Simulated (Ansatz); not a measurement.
## How far is PAW off for TaN?

```
Ta N
1.0
     3.03781    0.00000    0.00000
    -1.51890    2.63082    0.00000
     0.00000    0.00000    4.90155
Ta N
2 2
Direct
  0.00000 0.00000 0.00000
  0.00000 0.00000 0.50000
  0.33333 0.66667 0.25000
  0.66667 0.33333 0.75000
```

Atoms are numbered in the order listed.

The geometry is COD entry 1523630, unchecked; take it as a test cell. The listed cell was then made from it by scaling, straining or moving an atom.

No spin–orbit coupling, which matters for the heavy atoms here.

Methods: DFT, PBEsol, PAW with Ansatz's default frozen-core files, scalar-relativistic (Ansatz 0.2.0); DFT, PBEsol, all-electron LAPW, scalar-relativistic (Ansatz 0.2.0).

For PAW: a Γ-centred 11×11×6 k mesh, Fermi–Dirac smearing of 0.01 eV, cutoff 420 eV, no spin polarisation; the PAW files were made with PBE, and the program remakes their frozen cores for this functional. LAPW targets a basis error of 1 meV/atom. The Ansatz runs share mesh, smearing and spin set-up. Plane-wave (PAW) pressures include the program's estimate of the Pulay term.

Stress and pressure are positive in compression.

The change that made this cell: volume scaled by 0.99.

PAW results:

| quantity | PAW |
| --- | --- |
| pressure (GPa) | 53.68 |
| stress xx (GPa) | 25.83 |
| stress zz (GPa) | 109.39 |

What does all-electron LAPW give for the same quantities?


```csv
quantity,LAPW
pressure (GPa),53.01
stress xx (GPa),25.31
stress zz (GPa),108.40
```
